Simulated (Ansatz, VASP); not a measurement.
## One calculation of Sn, two programs

```
CELL_PARAMETERS angstrom
3.38239 0.00000 0.00000
1.69120 2.92924 0.00000
0.00000 0.00000 21.52342
ATOMIC_POSITIONS crystal
Sn 0.00000 0.00000 0.37169
Sn 0.33333 0.33333 0.50000
Sn 0.66667 0.66667 0.62831
```

The slab is cut from a database's or a generator's crystal, which needn't be the stable form of the element.

Alike in both runs: task single point; functional r2SCAN; k mesh 6 × 6 × 1; no spin polarisation.

```csv
,VASP,Ansatz
version,VASP 6.6.1,Ansatz 0.2.0
potentials or method,"VASP PAW PBE potentials, release 64 (Sn_d)","plane waves, PAW"
plane-wave cutoff (eV),520,571
occupations,"methfessel-paxton of order 1, width 0.05 eV","cold, width 0.05 eV"
valence electrons in the cell,42,42
```

VASP gave:

| Property | Result |
| --- | --- |
| gap on the k mesh at the Fermi level (eV) | none |
| rms of the force components (eV/Å) | 0.140 |

Task: Which values does Ansatz return?

Result: gap on the k mesh at the Fermi level (eV): none; rms of the force components (eV/Å): 0.139.

Atom by atom the forces differ by 0.001 eV/Å (rms over components). A gap of «none» marks a metal or a gap that the smearing closes. Ansatz warned: «xc_potential_rough_in_thin_density».

Caveats: the PAW data sets were made with another functional, which shifts forces and pressure a little (VASP).
